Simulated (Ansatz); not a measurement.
Write the native input for Ansatz 0.2.0 that does the following.

| Item | Value |
| --- | --- |
| Task | band structure |
| Functional | PBEsol |
| Potentials or basis | all-electron LAPW, scalar-relativistic |
| Cutoff | 287 eV (chosen from the basis error) |
| Basis error allowed | 0.002 eV/atom |
| k mesh | 8 × 8 × 8 |
| Occupations | fermi-dirac, width 0.05 eV |
| Spin | no spin polarisation |

The system is AlCu3.

```
Cu Al
1.0
     0.00000    2.88801    2.88801
     2.88801    0.00000    2.88801
     2.88801    2.88801    0.00000
Cu Al
3 1
Direct
  0.75000 0.75000 0.75000
  0.25000 0.25000 0.25000
  0.50000 0.50000 0.50000
  0.00000 0.00000 0.00000
```

The cell comes from a database or a generator and needn't be the stable form of this composition.

One way to write it, as run:

input.yaml

```yaml
crystal:
  lattice:
    - [0.0, 2.888010988, 2.888010988]
    - [2.888010988, 0.0, 2.888010988]
    - [2.888010988, 2.888010988, 0.0]
  atoms:
    - { symbol: Cu, position: [0.75, 0.75, 0.75] }
    - { symbol: Cu, position: [0.25, 0.25, 0.25] }
    - { symbol: Cu, position: [0.5, 0.5, 0.5] }
    - { symbol: Al, position: [0.0, 0.0, 0.0] }
kpoints:
  mp_grid: { grid: [8, 8, 8] }
  band_path:
    path:
      - [0.0, 0.0, 0.0]
      - [0.5, 0.0, 0.5]
      - [0.5, 0.25, 0.75]
      - [0.375, 0.375, 0.75]
      - [0.0, 0.0, 0.0]
      - [0.5, 0.5, 0.5]
      - [0.625, 0.25, 0.625]
      - [0.5, 0.25, 0.75]
    npoints: 12
scf:
  occupations: { method: fermi_dirac, width: 0.05 }
hamiltonian:
  xc: pbesol
  pseudopotentials: { kind: all_electron, lapw: { basis_error: 0.002 } }
output:
  forces: true
  stress: true
  eigenvalues: true
```

Potentials or basis: all-electron LAPW, scalar-relativistic.

Run with:

```bash
$ ansatz run input.yaml --threads 2 --pin off --max-ram 8192MiB --backend cpu --events-out ev --progress --plain --runs-dir out
```

Results of the run:

```
Pressure                : -0.8 GPa
Band gap along the path : none (metal or under the smearing width)
```

Wall time 22 s on 2 threads of Intel(R) Xeon(R) Platinum 8259CL CPU @ 2.50GHz (Skylake/Cascade Lake), with other jobs on the host, peak memory 0.45 GiB.
